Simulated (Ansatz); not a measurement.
## Convergence of Hf$_{2}$S with the k-point mesh

Level of theory: DFT r2SCAN, scalar-relativistic, plane waves, PAW (Ansatz).

```
Hf S
1.0
     3.43634   -0.02955    0.00480
    -1.74376    2.91111   -0.03245
     0.01667   -0.12048   11.77420
Hf S
4 2
Direct
  0.66804 0.36637 0.91610
  0.30101 0.65835 0.39360
  0.63618 0.32607 0.59518
  0.37070 0.64916 0.10361
  0.05917 0.07644 0.74786
  0.01845 0.04454 0.24244
```

* plane-wave cutoff: 500 eV
* occupation rule: Gaussian smearing, 0.1 eV
* spin treatment: unpolarised

The atoms are held and the k-point mesh is swept. Energies are extrapolated to zero smearing and count from the reference run, 10×10×4. The cell was strained and its atoms displaced at random, so that forces don't vanish. The meshes are Γ-centred. Spin–orbit coupling is left out. Pressure is positive in compression.

Times are rough; the reference took 3.3 min on 1 thread of Intel(R) Xeon(R) 6975P-C (Granite Rapids) (shared host), peak memory 1.6 GiB.

| mesh | ΔE (meV/atom) | P (GPa) | largest change of a force component (eV/Å) | irreducible points | wall time (s) |
| --- | --- | --- | --- | --- | --- |
| 1×1×1 | 1633 | 28.09 | 4.090 | 1 | 8.9 |
| 2×2×1 | 61.1 | 3.89 | 1.166 | 4 | 9.1 |
| 4×4×1 | 17.1 | 2.03 | 0.121 | 10 | 15 |
| 6×6×2 | -2.47 | 1.66 | 0.132 | 40 | 50 |
| 8×8×2 | -1.38 | 1.71 | 0.032 | 68 | 70 |
| 10×10×4 | 0.00 | 1.73 | 0.000 | 204 | 200 |